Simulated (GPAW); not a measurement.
# Ag (Fm-3m) in GPAW: notebook, part 2 of 2

GPAW 26.7.0. Earlier steps stand in the parts before.

**4. Relaxation of cell and atoms, RPBE, target pressure 2 GPa, at which the enthalpy is minimised**

File run.py:

```python
from ase.filters import FrechetCellFilter
from ase.io import read, write
from ase.optimize import LBFGS
from ase.units import GPa
from gpaw import GPAW, PW

atoms = read('POSCAR')

calc = GPAW(mode=PW(600),
            xc='RPBE',
            kpts={'size': (11, 11, 11), 'gamma': True},
            occupations={'name': 'fermi-dirac', 'width': 0.05},
            nbands=18,
            convergence={'density': 1e-05, 'forces': 0.0001},
            maxiter=150,
            txt='gpaw.txt')
atoms.calc = calc
opt = LBFGS(FrechetCellFilter(atoms, scalar_pressure=2 * GPa), trajectory='relax.traj', logfile='-')
done = opt.run(fmax=0.02, steps=60)
calc.write('gs.gpw')
write('result.traj', atoms)
print('Converged:', done)
print('Cell:', atoms.cell.cellpar().round(4))
print('Volume:', round(atoms.get_volume(), 4))
print(atoms.get_scaled_positions().round(5))
```

File POSCAR:

```
Ag
1.0
    0.0000000000      2.0427500000      2.0427500000
    2.0427500000      0.0000000000      2.0427500000
    2.0427500000      2.0427500000      0.0000000000
Ag
1
Direct
    0.0000000000      0.0000000000      0.0000000000
```

Potentials or basis: the program's PAW data sets (release 1.2.1) made for this functional, pw.

The run is started by

```sh
$ OMP_NUM_THREADS=1 python run.py
```

Run time: 41 s. Hardware: 1 thread of Arm Neoverse V2, shared host; peak memory 0.18 GiB.

It converged, with:

| Item | Value |
| --- | --- |
| Free energy | -2.3544 eV |
| Relaxed volume | 18.16 Å³/atom |
| Relaxed cell | a = 2.951 Å, b = 2.951 Å, c = 2.951 Å, α = 60.00°, β = 60.00°, γ = 60.00° |
| Space group after relaxing (to 0.05 Å) | Fm-3m (No. 225) |
| Energy change on relaxing (the enthalpy is what falls) | -34.2 meV/atom |
| Ionic steps | 4 |
| Pressure after relaxing | 2.0 GPa |
| Band gap on the k mesh | none (metal or under the smearing width) |

The path:
```csv
step,energy change (eV),largest force (eV/Å),pressure (GPa),volume (Å³)
1,0.0000,0.0000,8.44,17.05
2,-0.0211,0.0000,5.17,17.56
3,-0.0333,0.0000,2.35,18.09
4,-0.0342,0.0000,2.02,18.16
```

Final structure:
```cif
data_structure
_symmetry_space_group_name_H-M 'P 1'
_symmetry_Int_Tables_number 1
_cell_length_a 2.9506
_cell_length_b 2.9506
_cell_length_c 2.9506
_cell_angle_alpha 60.000
_cell_angle_beta 60.000
_cell_angle_gamma 60.000
_cell_volume 18.16
loop_
_atom_site_label
_atom_site_type_symbol
_atom_site_fract_x
_atom_site_fract_y
_atom_site_fract_z
_atom_site_occupancy
Ag1 Ag 0.00000 0.00000 0.00000 1
```

Levels at points of the mesh, in eV from the Fermi level:
| k point | band 6 | band 7 | band 8 | band 9 | band 10 | band 11 | band 12 | band 13 |
| --- | --- | --- | --- | --- | --- | --- | --- | --- |
| (0.00, 0.00, 0.00) | -4.87 | -4.87 | -3.95 | -3.95 | 15.76 | 19.07 | 19.07 | 19.07 |

Caveat: later steps reuse the first step's grids. Zero-point motion and thermal expansion aren't in these numbers.

**5. Relaxation of cell and atoms, revPBE**

File run.py:

```python
from ase import Atoms
from ase.filters import FrechetCellFilter
from ase.io import write
from ase.optimize import FIRE
from gpaw import GPAW, PW

atoms = Atoms(['Ag'],
              cell=[[0.0, 2.04275, 2.04275],
                    [2.04275, 0.0, 2.04275],
                    [2.04275, 2.04275, 0.0]],
              scaled_positions=[[0.0, 0.0, 0.0]],
              pbc=True)

calc = GPAW(mode=PW(600),
            xc='revPBE',
            kpts={'size': (11, 11, 11), 'gamma': True},
            occupations={'name': 'fermi-dirac', 'width': 0.05},
            nbands=18,
            convergence={'density': 1e-05, 'forces': 0.0001},
            maxiter=150,
            txt='gpaw.txt')
atoms.calc = calc
opt = FIRE(FrechetCellFilter(atoms), trajectory='relax.traj', logfile='-')
done = opt.run(fmax=0.01, steps=100)
calc.write('gs.gpw')
write('result.traj', atoms)
print('Converged:', done)
print('Cell:', atoms.cell.cellpar().round(4))
print('Volume:', round(atoms.get_volume(), 4))
print(atoms.get_scaled_positions().round(5))
```

The run is started by

```sh
$ OMP_NUM_THREADS=1 python run.py
```

Run time: 2.2 min. Hardware: 1 thread of Arm Neoverse V2, shared host; peak memory 0.22 GiB.

It converged, with:

| Item | Value |
| --- | --- |
| Free energy | -2.4494 eV |
| Relaxed volume | 18.37 Å³/atom |
| Relaxed cell | a = 2.962 Å, b = 2.962 Å, c = 2.962 Å, α = 60.00°, β = 60.00°, γ = 60.00° |
| Space group after relaxing (to 0.05 Å) | Fm-3m (No. 225) |
| Energy gained by relaxing | 27.3 meV/atom |
| Ionic steps | 16 |
| Pressure after relaxing | 0.1 GPa |
| Band gap on the k mesh | none (metal or under the smearing width) |

The path:
```csv
step,energy change (eV),largest force (eV/Å),pressure (GPa),volume (Å³)
1,0.0000,0.0000,7.30,17.05
2,-0.0147,0.0000,4.70,17.45
3,-0.0265,0.0000,1.10,18.14
4,-0.0238,0.0000,-2.00,18.92
5,-0.0242,0.0000,-1.88,18.89
6,-0.0249,0.0000,-1.66,18.83
7,-0.0258,0.0000,-1.33,18.73
8,-0.0266,0.0000,-0.91,18.62
9,-0.0271,0.0000,-0.41,18.49
10,-0.0273,0.0000,0.13,18.36
11,-0.0273,0.0000,0.13,18.36
12,-0.0273,0.0000,0.12,18.36
13,-0.0273,0.0000,0.12,18.36
14,-0.0273,0.0000,0.11,18.37
15,-0.0273,0.0000,0.10,18.37
16,-0.0273,0.0000,0.09,18.37
```

Final structure:
```
Ag
1.0
     0.00000    2.09425    2.09425
     2.09425    0.00000    2.09425
     2.09425    2.09425    0.00000
Ag
1
Direct
  0.00000 0.00000 0.00000
```

Levels at points of the mesh, in eV from the Fermi level:
```csv
k point,band 7,band 8,band 9,band 10,band 11,band 12
"(0.00, 0.00, 0.00)",-4.82,-3.92,-3.92,15.73,18.96,18.96
```

Caveat: later steps reuse the first step's grids. revPBE gives volumes clearly too large for solids.

**6. The runs side by side**

| level | potentials or basis | cell | optimizer | fmax | max steps | target pressure | gap on the mesh (eV) | pressure (GPa) | relaxed volume (Å³/atom) |
| --- | --- | --- | --- | --- | --- | --- | --- | --- | --- |
| LDA | the program's PAW data sets (release 1.2.1) made for this functional, pw | relaxed | LBFGS | 0.02 eV/Å | 60 | - | none | 0.0 | 15.98 |
| PBEsol | PAW data sets generated in the run's folder for this functional, pw | relaxed | FIRE | 0.02 eV/Å | 100 | - | none | -0.2 | 16.64 |
| RPBE | the program's PAW data sets (release 1.2.1) made for this functional, pw | relaxed to 2 GPa | LBFGS | 0.02 eV/Å | 60 | 2 GPa | none | 2.0 | - |
| revPBE | the program's PAW data sets (release 1.2.1) made for this functional, pw | relaxed | FIRE | 0.01 eV/Å | 100 | - | none | 0.1 | 18.37 |

Alike in all rows: task relaxation of cell and atoms; no spin polarisation; k mesh 11 × 11 × 11; cutoff (eV) 600; smearing fermi-dirac 0.05 eV.

Caveats: later steps reuse the first step's grids.

Total energies depend on the potentials used, so only differences within one code and one set of settings carry meaning.
